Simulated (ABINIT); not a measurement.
Input of an ABINIT 10.8.3 (patched build) run:

File run.abi:

```
# Datasets: one volume each
ndtset 7
getwfk -1
scalecart1 3*0.9795861087
scalecart2 3*0.9864848297
scalecart3 3*0.9932883884
scalecart4 3*1.0000000000
scalecart5 3*1.0066227096
scalecart6 3*1.0131594038
scalecart7 3*1.0196128224

# Pseudopotentials
pp_dirpath "./"
pseudos "Cd_ONCV_PBE-1.2.upf, O_ONCV_PBE-1.2.upf"

# Structure
acell 3*1.0 Angstrom
rprim
     0.0000000000     2.3495000000     2.3495000000
     2.3495000000     0.0000000000     2.3495000000
     2.3495000000     2.3495000000     0.0000000000
ntypat 2
znucl 48 8
natom 2
typat 1 2
xred
     0.0000000000     0.0000000000     0.0000000000
     0.5000000000     0.5000000000     0.5000000000

# Plane-wave basis
ecut 42.0

# k points
kptopt 1
ngkpt 8 8 8
nshiftk 1
shiftk 0.0 0.0 0.0

# Exchange and correlation
ixc 11

# Bands and occupations
nband 17
occopt 3
tsmear 0.05 eV

# SCF cycle
nstep 100
tolvrs 1.0e-10

# Output
iomode 3
prtwf 1
prtden 0
prteig 0
prtebands 0
enunit 1
```

Potentials or basis: SG15 NC PBE v1.2.

Run with:

```sh
$ abinit run.abi > log 2>&1
```

Q: What does it give for the pressure derivative of the bulk modulus?

A: 4.9.

Q: Predict the bulk modulus.

A: 126 GPa.

Q: Predict the equilibrium volume.

A: 13.54 Å³/atom.

Energy against volume, from the lowest point:
```csv
volume (Å³/atom),energy (meV/atom)
12.191,65.02
12.451,40.67
12.710,22.69
12.970,10.29
13.229,2.91
13.488,0.00
13.748,1.11
```

Caveat: pressures at fixed basis lie under the slope of the energies. PBE usually gives volumes a little too large and moduli too small.
